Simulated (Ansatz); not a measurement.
**Na$_{2}$S, a database entry at a rescaled volume**

```
CELL_PARAMETERS angstrom
0.00000 3.23978 3.23978
3.23978 0.00000 3.23978
3.23978 3.23978 0.00000
ATOMIC_POSITIONS crystal
Na 0.25000 0.25000 0.25000
Na 0.75000 0.75000 0.75000
S 0.00000 0.00000 0.00000
```

Method: PBE, no spin polarisation; PAW, plane waves to 420 eV, 7×7×7 Γ-centred mesh, methfessel-paxton occupations (width 0.015 eV) (Ansatz 0.2.0), atoms fixed.

- Formation energy: -1.08 eV an atom against the elements' usual phases (free molecules for gases, crystals otherwise, with no correction for O₂ or N₂), so it is bound against them; other compounds may still compete. Relaxing would lower it.
- Band edges: Within 0.7 eV of the edges, the states project mainly on S p (96 %) below the gap and on Na s (61 %), S s (23 %) and S p (13 %) above it.
- Stress: The pressure is 1.2 GPa (compression positive), so with the atoms held at these fractions the cell would first expand.
- Charges: Bader charges in e: Na +0.81, S -1.61. In the mean Na gives up most and S takes most.
- Contacts: Na–S at 2.81 Å: least valence density 0.11 e/Å³ and ELF 0.04 there, a closed-shell (ionic or weak) contact. Na–Na at 3.24 Å: least valence density 0.03 e/Å³ and ELF 0.04 there, so no covalent bond. These are pseudo-fields; inside the PAW spheres they differ from the all-electron ones.
- Electronic structure: The gap is 2.58 eV, direct at the points sampled. A semilocal functional usually gives too small a gap.

Origin: a database entry at a rescaled volume.
